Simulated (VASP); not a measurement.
# Pd (Fd-3m) in VASP: further runs

The runs below take Pd through single point, with BLYP.

All numbers are computed with VASP 6.6.1; they aren't measurements. Logs are shortened: lines on timing, memory, paths and dates and some standing lists are left out, and cuts for length are marked.

### Step 1. The crystal as given

Symmetry: Fd-3m, No. 227, cubic system. The conventional cell has a = 5.930 Å, b = 5.930 Å, c = 5.930 Å, α = 90.00°, β = 90.00°, γ = 90.00°. Pd (site symmetry -43m) has 4 Pd at 2.57 Å as nearest neighbours.

This isn't the form of Pd at room conditions, which is fcc.

### Step 2. Single point, BLYP, collinear spin, typed start

INCAR

```
PREC     = Accurate       # precision mode
ENCUT    = 520            # plane-wave cutoff, eV
EDIFF    = 1E-6           # SCF threshold, eV
ISMEAR   = -1             # smearing method
SIGMA    = 0.05           # smearing width, eV
LREAL    = False          # projectors in reciprocal space
LASPH    = True           # aspherical terms in the spheres
NELM     = 150            # most SCF steps
ALGO     = Normal         # electronic algorithm
ISIF     = 2              # what is computed and relaxed
LWAVE    = False          # write WAVECAR
LCHARG   = False          # write CHGCAR
ISPIN    = 2              # spin polarisation
MAGMOM   = 0.429 0.429    # initial moments
LORBIT   = 11             # projections on sites
LMAXMIX  = 4              # l up to which the mixer works
GGA      = B5             # functional
ALDAX    = 1.0          
AGGAX    = 1.0          
AGGAC    = 1.0          
ALDAC    = 0.0          
NBANDS   = 21             # bands
```

KPOINTS

```
regular mesh
0
Gamma
  15 15 15
```

POSCAR

```
Pd
1.0
    0.0000000000      2.9648909269      2.9648909269
    2.9648909269      0.0000000000      2.9648909269
    2.9648909269      2.9648909269      0.0000000000
Pd
2
Direct
    0.1250000000      0.1250000000      0.1250000000
    0.8750000000      0.8750000000      0.8750000000
```

Potentials or basis: VASP PAW PBE potentials, release 64 (Pd).

Started as:

```
cat potpaw_PBE.64/Pd/POTCAR > POTCAR
mpirun -np 1 vasp_std > vasp.out
```

OUTCAR:

```text
PREC = Accurate
   ENCUT = 520
   EDIFF = 1E-6
   ISMEAR = -1
   LREAL = False
   LASPH = True
   NELM = 150
   ISIF = 2
   ISPIN = 2
   LORBIT = 11
   GGA = B5

 ion  position               nearest neighbor table
   1  0.125  0.125  0.125-   2 2.57   2 2.57   2 2.57   2 2.57
   2  0.875  0.875  0.875-   1 2.57   1 2.57   1 2.57   1 2.57

  LATTYP: Found a face centered cubic cell.
 ALAT       =     5.9297818538

  Lattice vectors:

 A1 = (   0.0000000000,   2.9648909269,   2.9648909269)
 A2 = (   2.9648909269,   0.0000000000,   2.9648909269)
 A3 = (   2.9648909269,   2.9648909269,   0.0000000000)

Analysis of symmetry for initial positions (statically):
=====================================================================
 Subroutine PRICEL returns:
 Original cell was already a primitive cell.

 Routine SETGRP: Setting up the symmetry group for a
 face centered cubic supercell.

 Subroutine GETGRP returns: Found 48 space group operations
 (whereof 12 operations were pure point group operations)
 out of a pool of 48 trial point group operations.

The static configuration has the point symmetry D_3d.
 The point group associated with its full space group is O_h .

Analysis of symmetry for dynamics (positions and initial velocities):
=====================================================================
 Subroutine PRICEL returns:
 Original cell was already a primitive cell.

 Routine SETGRP: Setting up the symmetry group for a
 face centered cubic supercell.

 Subroutine GETGRP returns: Found 48 space group operations
 (whereof 12 operations were pure point group operations)
 out of a pool of 48 trial point group operations.

The dynamic configuration has the point symmetry D_3d.
 The point group associated with its full space group is O_h .

Analysis of structural, dynamic, and magnetic symmetry:
=====================================================================
 Subroutine PRICEL returns:
 Original cell was already a primitive cell.

 Routine SETGRP: Setting up the symmetry group for a
 face centered cubic supercell.

 Subroutine GETGRP returns: Found 48 space group operations
 (whereof 12 operations were pure point group operations)
 out of a pool of 48 trial point group operations.

The overall configuration has the point symmetry D_3d.
 The point group associated with its full space group is O_h .

 Subroutine INISYM returns: Found 48 space group operations
 (whereof 12 operations are pure point group operations),
 and found     1 'primitive' translations

----------------------------------------------------------------------------------------

                                     Primitive cell

  volume of cell :      52.1262

  direct lattice vectors                    reciprocal lattice vectors
     0.000000000  2.964890927  2.964890927    -0.168640268  0.168640268  0.168640268
     2.964890927  0.000000000  2.964890927     0.168640268 -0.168640268  0.168640268
     2.964890927  2.964890927  0.000000000     0.168640268  0.168640268 -0.168640268

  length of vectors
     4.192988960  4.192988960  4.192988960     0.292093512  0.292093512  0.292093512

  position of ions in fractional coordinates (direct lattice)
     0.125000000  0.125000000  0.125000000
     0.875000000  0.875000000  0.875000000

  ion indices of the primitive-cell ions
   primitive index   ion index
                 1           1
                 2           2

----------------------------------------------------------------------------------------

 KPOINTS: regular mesh

Automatic generation of k-mesh.
 Grid dimensions read from file:
 generate k-points for:   15   15   15

 Generating k-lattice:

  Cartesian coordinates                     Fractional coordinates (reciprocal lattice)
    -0.011242685  0.011242685  0.011242685     0.066666667  0.000000000  0.000000000
     0.011242685 -0.011242685  0.011242685     0.000000000  0.066666667  0.000000000
     0.011242685  0.011242685 -0.011242685     0.000000000  0.000000000  0.066666667

  Length of vectors
     0.019472901  0.019472901  0.019472901

  Shift w.r.t. Gamma in fractional coordinates (k-lattice)
     0.000000000  0.000000000  0.000000000

 Subroutine IBZKPT returns following result:
 ===========================================

 Found    120 irreducible k-points:

 Following reciprocal coordinates:
            Coordinates               Weight
  0.000000  0.000000  0.000000      1.000000
  0.066667  0.000000  0.000000      8.000000
  0.133333  0.000000  0.000000      8.000000
  0.200000  0.000000  0.000000      8.000000
  0.266667  0.000000  0.000000      8.000000
  0.333333  0.000000  0.000000      8.000000
[... 16 lines left out ...]
  0.133333  0.133333  0.000000      6.000000
  0.200000  0.133333  0.000000     24.000000
 [... further k-points ...]
   k-points           NKPTS =    120   k-points in BZ     NKDIM =    120   number of bands    NBANDS=     21
   number of dos      NEDOS =    301   number of ions     NIONS =      2
   total plane-waves  NPLWV =  32768
   dimension x,y,z NGX =    32 NGY =   32 NGZ =   32
   dimension x,y,z NGXF=    64 NGYF=   64 NGZF=   64
   ions per type =               2
   NGX,Y,Z   is equivalent  to a cutoff of  12.69, 12.69, 12.69 a.u.
   NGXF,Y,Z  is equivalent  to a cutoff of  25.38, 25.38, 25.38 a.u.
 SYSTEM =  unknown system
   PREC   = accura    normal or accurate (medium, high low for compatibility)
   ISTART =      0    job   : 0-new  1-cont  2-samecut
   ICHARG =      2    charge: 1-file 2-atom 10-const
   ISPIN  =      2    spin polarized calculation?
   LNONCOLLINEAR =      F non collinear calculations
   LSORBIT =      F    spin-orbit coupling
   LASPH  =      T    aspherical Exc in radial PAW
   ENCUT  =  520.0 eV  38.22 Ry    6.18 a.u.   7.80  7.80  7.80*2*pi/ulx,y,z
   NELM   =    150;   NELMIN=  2; NELMDL= -5     # of ELM steps
   EDIFF  = 0.1E-05   stopping-criterion for ELM
   LREAL  =      F    real-space projection
   EDIFFG = 0.1E-04   stopping-criterion for IOM
   NSW    =      0    number of steps for IOM
   IBRION =     -1    ionic relax: 0-MD 1-quasi-New 2-CG
   NFREE  =      0    steps in history (QN), initial steepest desc. (CG)
   ISIF   =      2    stress and relaxation
   ISYM   =      2    0-nonsym 1-usesym 2-fastsym
   POTIM  = 0.5000    time-step for ionic-motion
   TEBEG  =    0.0;   TEEND  =   0.0 temperature during run
   PSTRESS=    0.0 pullay stress
   NELECT =      20.0000    total number of electrons
   NUPDOWN=      -1.0000    fix difference up-down
   EMIN   =  10.00;   EMAX   =-10.00  energy-range for DOS
   EFERMI =   0.00;   METHOD = LEGACY
   ISMEAR =    -1;   SIGMA  =   0.05  broadening in eV -4-tet -1-fermi 0-gaus
   EFERMI_NEDOS =   21; number of points for ismear=-14 and -15
   IALGO  =     38    algorithm
   IMIX   =      4    mixing-type and parameters
     AMIX     =   0.40;   BMIX     =  1.00
     AMIX_MAG =   1.60;   BMIX_MAG =  1.00
  volume/ion in A,a.u.               =      26.06       175.88
  Fermi-wavevector in a.u.,A,eV,Ry     =   1.189596  2.248010 19.254126  1.415138
  Thomas-Fermi vector in A             =   2.325700
   LORBIT       =     11    0 simple, 1 ext, 2 COOP (PROOUT), +10 PAW based schemes
   GGA     = B5    functional components
   LHFCALC =     F    Hartree Fock is set to
   AEXX    =    0.0000 exact exchange contribution
   IVDW    =     0    specifies the selected vdW correction
   LEPSILON=     F    determine dielectric tensor
   LRPA    =     F    only Hartree local field effects (RPA)
 spin polarized calculation
  energy-cutoff  :      520.00
  volume of cell :       52.13
 maximum number of plane-waves:      1422
   NGX = 15   NGY = 15   NGZ = 15

 number of electron      20.0000001 magnetization       0.8627333

 Free energy of the ion-electron system (eV)
  ---------------------------------------------------
  ext. energy  EPLUGINS =         0.00000000
  ---------------------------------------------------
  free energy    TOTEN  =        -7.24165219 eV

  energy without entropy =       -7.20036389  energy(sigma->0) =       -7.22100804

 E-fermi :   3.7622     XC(G=0):  -9.0530

 val. band max:        3.7616781196   @ k =  -0.3333   0.2667   0.0000
 cond. band min:       3.7625161301   @ k =  -0.4000   0.2000   0.0000
 fundamental gap:      0.0008380105
 Fermi energy:         3.7622413851

 spin component 1

 k-point     1 :       0.0000    0.0000    0.0000
  band No.  band energies     occupation
      1      -0.3976      1.00000
      2       0.6012      1.00000
      3       0.6012      1.00000
      4       0.6931      1.00000
      5       0.6931      1.00000
      6       0.6931      1.00000
[... 13 lines left out ...]
     20      17.6573      0.00000
     21      17.6573      0.00000
[... 529 lines left out ...]
 k-point    24 :       0.2000    0.1333    0.0000
  band No.  band energies     occupation
      1       0.1155      1.00000
      2       0.2888      1.00000
      3       0.6443      1.00000
      4       0.6830      1.00000
      5       0.8103      1.00000
      6       1.1288      1.00000
[... 13 lines left out ...]
     20      18.5717      0.00000
     21      18.7686      0.00000

 [... further k-points ...]

 spin component 2

 k-point     1 :       0.0000    0.0000    0.0000
  band No.  band energies     occupation
      1      -0.3523      1.00000
      2       0.8417      1.00000
      3       0.8417      1.00000
      4       0.9655      1.00000
      5       0.9655      1.00000
      6       0.9655      1.00000
[... 13 lines left out ...]
     20      17.6908      0.00000
     21      17.6908      0.00000
[... 529 lines left out ...]
 k-point    24 :       0.2000    0.1333    0.0000
  band No.  band energies     occupation
      1       0.1671      1.00000
      2       0.5374      1.00000
      3       0.9124      1.00000
      4       0.9580      1.00000
      5       1.0627      1.00000
      6       1.3900      1.00000
[... 13 lines left out ...]
     20      18.6259      0.00000
     21      18.8320      0.00000

 [... further k-points ...]

------------------------ aborting loop because EDIFF is reached ----------------------------------------

  FORCE on cell =-STRESS in cart. coord.  units (eV):
  Direction    XX          YY          ZZ          XY          YZ          ZX
  --------------------------------------------------------------------------------------
  -------------------------------------------------------------------------------------
  Total        0.0302604      0.0302604      0.0302604      0.0000000     -0.0000000      0.0000000
  in kB        0.9300992      0.9300992      0.9300992      0.0000000     -0.0000000      0.0000000
  external PRESSURE =       0.9300992 kB  Pullay stress =       0.0000000 kB

 VOLUME and BASIS-vectors are now :
 -----------------------------------------------------------------------------
  energy-cutoff  :      520.00
  volume of cell :       52.13
      direct lattice vectors                 reciprocal lattice vectors
     0.000000000  2.964890927  2.964890927    -0.168640268  0.168640268  0.168640268
     2.964890927  0.000000000  2.964890927     0.168640268 -0.168640268  0.168640268
     2.964890927  2.964890927  0.000000000     0.168640268  0.168640268 -0.168640268

 POSITION                                       TOTAL-FORCE (eV/Angst)
 -----------------------------------------------------------------------------------
      0.74122      0.74122      0.74122         0.000000      0.000000      0.000000
      5.18856      5.18856      5.18856        -0.000000     -0.000000     -0.000000
 -----------------------------------------------------------------------------------
    total drift:                               -0.000000     -0.000000     -0.000000

  FREE ENERGIE OF THE ION-ELECTRON SYSTEM (eV)
  ---------------------------------------------------
  free  energy   TOTEN  =        -7.2416521875 eV

  energy  without entropy=       -7.2003638928  energy(sigma->0) =       -7.22100804

 total charge

# of ion       s       p       d       tot
------------------------------------------
    1        0.456   0.246   8.534   9.235
    2        0.456   0.246   8.534   9.235
--------------------------------------------------
tot          0.912   0.491  17.067  18.470

 magnetization (x)

# of ion       s       p       d       tot
------------------------------------------
    1       -0.004  -0.001   0.429   0.424
    2       -0.004  -0.001   0.429   0.424
--------------------------------------------------
tot         -0.009  -0.002   0.858   0.847
```

It took 1.7 min on 1 thread of Intel Xeon Platinum 8488C (Sapphire Rapids), shared host; peak memory 0.32 GiB.

Results:

| Property | Result |
| --- | --- |
| Free energy | -7.2417 eV |
| Pressure | 0.1 GPa |
| Band gap on the k mesh | none (metal or under the smearing width) |
| Net moment | 0.86 μB per cell |
| Site moments | Pd +0.42 μB |
| Valence electrons inside the program's atomic spheres | Pd 9.23 |

Levels at points of the mesh, in eV from the Fermi level:
Spin up:
```tsv
k point	band 7	band 8	band 9	band 10	band 11	band 12	band 13	band 14
(0.00, 0.00, 0.00)	-1.40	-1.40	-1.40	-0.37	-0.37	11.02	11.02	11.02
```
Spin down:
```tsv
k point	band 7	band 8	band 9	band 10	band 11	band 12	band 13	band 14
(0.00, 0.00, 0.00)	-1.09	-1.09	-1.09	-0.07	-0.07	11.11	11.11	11.11
```

Caveat: the PAW data sets were made with another functional, which shifts forces and pressure a little.

(Part 1 of 2 ends here.)
